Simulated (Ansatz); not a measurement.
# TaN: properties at the relaxed cell

One table from this session's results is given with a row withheld; the runs are named, their logs left out.

Computed with Ansatz 0.2.0 (DFT PBE, scalar-relativistic, plane waves, PAW, unless a step's input says otherwise).

1 further run of the same task is left out (set aside as unsound or not needed).

### Starting point

Symmetry: P-6m2, No. 187, hexagonal system. The conventional cell has a = 2.950 Å, b = 2.950 Å, c = 2.898 Å, α = 90.00°, β = 90.00°, γ = 120.00°. Ta (site symmetry -6m2) is surrounded by 6 N at 2.24 Å. Around N (site symmetry -6m2) lie 6 Ta at 2.24 Å.

As a file:

```
CELL_PARAMETERS angstrom
2.95018 0.00000 0.00000
-1.47509 2.55493 0.00000
0.00000 0.00000 2.89777
ATOMIC_POSITIONS crystal
Ta 0.33333 0.66667 0.50000
N 0.00000 0.00000 0.00000
```

This cell was relaxed beforehand with the same method: volume 10.92 Å³/atom, gap on the mesh none (metal).

Set-up of the first run:

Input file input.yaml:

```yaml
crystal:
  lattice:
    - [2.9501846714, 0.0, 0.0]
    - [-1.4750923357, 2.5549348713, 0.0]
    - [0.0, 0.0, 2.8977715837]
  atoms:
    - { symbol: Ta, position: [0.3333333333, 0.6666666667, 0.5] }
    - { symbol: "N", position: [0.0, 0.0, 0.0] }
basis:
  ecutwfc: 420
kpoints:
  mp_grid: { grid: [18, 18, 14] }
  band_path:
    path:
      - [[0.0, 0.0, 0.0], [0.5, 0.0, 0.0], [0.33333333, 0.33333333, 0.0], [0.0, 0.0, 0.0], [0.0, 0.0, 0.5], [0.5, 0.0, 0.5], [0.33333333, 0.33333333, 0.5], [0.0, 0.0, 0.5]]
      - [[0.5, 0.0, 0.5], [0.5, 0.0, 0.0]]
      - [[0.33333333, 0.33333333, 0.5], [0.33333333, 0.33333333, 0.0]]
    npoints: 14
hamiltonian:
  xc: pbe
scf:
  occupations: { method: gaussian, width: 0.1 }
  n_extra_bands: 6
output:
  forces: true
  stress: true
  eigenvalues: true
  populations: true
  dos: { projected: true, de: 0.02, nscf_kmesh: { grid: [27, 27, 21] } }
  bader: true
  write_density: true
  write_potential: true
  elf: true
  volumetric_format: npy
```

Started as:

```sh
$ ansatz run input.yaml --threads 1 --pin off --max-ram 2560MiB --backend cpu --events-out ev --progress --plain --runs-dir out
```

Among the steps run: Static run: bands, density of states and charges; The cell as listed, for comparison; Point at V/V0 = 0.97; The cell scaled to 1.03 of its volume; Point at V/V0 = 0.94; The cell scaled to 1.06 of its volume; The cell scaled to 0.91 of its volume; Volume × 1.10; Volume × 0.88.

One of the session's tables, all rows but one given; the rest of the session is left out.

It belongs to the step «Fit of the equation of state». 

| volume (Å³/atom) | energy above the lowest point (meV/atom) | pressure (GPa) |
| --- | --- | --- |
| 9.610 | 207.1 | 56.67 |
| 9.938 | ? | ? |
| 10.266 | 46.1 | 23.81 |
| 10.593 | 10.9 | 10.95 |
| 10.921 | 0.0 | 0.00 |
| 11.249 | 9.8 | -9.33 |
| 11.576 | 37.2 | -17.26 |
| 12.013 | 96.6 | -26.02 |

**Question.** Estimate the row for volume (Å³/atom) = 9.938.

Worked estimate for «energy above the lowest point (meV/atom)». A straight line through the neighbours (9.610, 207.1) and (10.266, 46.1) gives 207.1 + (46.1 − 207.1) × (9.938 − 9.610) / (10.266 − 9.610) = 126.6; a parabola fitted to 3 rows on both sides gives 111.5.

As computed: energy above the lowest point (meV/atom): 109.8; pressure (GPa): 38.92. In «energy above the lowest point (meV/atom)» the line misses by +16.8 and the parabola by +1.7.
